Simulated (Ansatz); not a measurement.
# BN: the cost of one run

Computed with Ansatz 0.2.0 (DFT PBE, scalar-relativistic, plane waves, PAW, unless a step's input says otherwise).

2 further runs of the same task are left out: 2 set aside as unsound or not needed.

### 1 The starting structure

Symmetry: F-43m, No. 216, cubic system. The conventional cell has a = 3.625 Å, b = 3.625 Å, c = 3.625 Å, α = 90.00°, β = 90.00°, γ = 90.00°. B (site symmetry -43m) is surrounded by 4 N at 1.57 Å. N (site symmetry -43m) is surrounded by 4 B at 1.57 Å.

Coordinates:

```xyz
2
Lattice="0.0000 1.8123 1.8123 1.8123 0.0000 1.8123 1.8123 1.8123 0.0000" Properties=species:S:1:pos:R:3 pbc="T T T"
B     0.0000    0.0000    0.0000
N     2.7185    2.7185    2.7185
```

It goes back to an entry of the Materials Project.

This cell was relaxed beforehand with the same method: volume 5.95 Å³/atom, gap on the mesh 4.46 eV.

### 2 Tight relaxation for the response runs

Response functions are second derivatives at a minimum, so forces and stress are first brought close to zero on the mesh and occupations that the response runs use.

Input file input.yaml:

```yaml
crystal:
  lattice:
    - [0.0, 1.812348512, 1.812348512]
    - [1.812348512, 0.0, 1.812348512]
    - [1.812348512, 1.812348512, 0.0]
  atoms:
    - { symbol: B, position: [0.0, 0.0, 0.0] }
    - { symbol: "N", position: [0.75, 0.75, 0.75] }
basis:
  ecutwfc: 420
kpoints:
  mp_grid: { grid: [12, 12, 12] }
hamiltonian:
  xc: pbe
scf:
  occupations: { method: fixed }
output:
  forces: true
  stress: true
  eigenvalues: true
relax:
  adjacent_minimum: "off"
  f_tol: 0.001
  max_steps: 60
  cell: { stress_tol: 0.01 }
```

Launch:

```console
$ ansatz run input.yaml --threads 1 --pin off --max-ram 3072MiB --backend cpu --events-out ev --progress --plain --runs-dir out
```

Q: Estimate wall time and peak memory on 1 thread of Intel Xeon Platinum 8259CL at 2.50GHz (Skylake/Cascade Lake), shared host.

About 3.4 s, with a peak of 0.33 GiB.
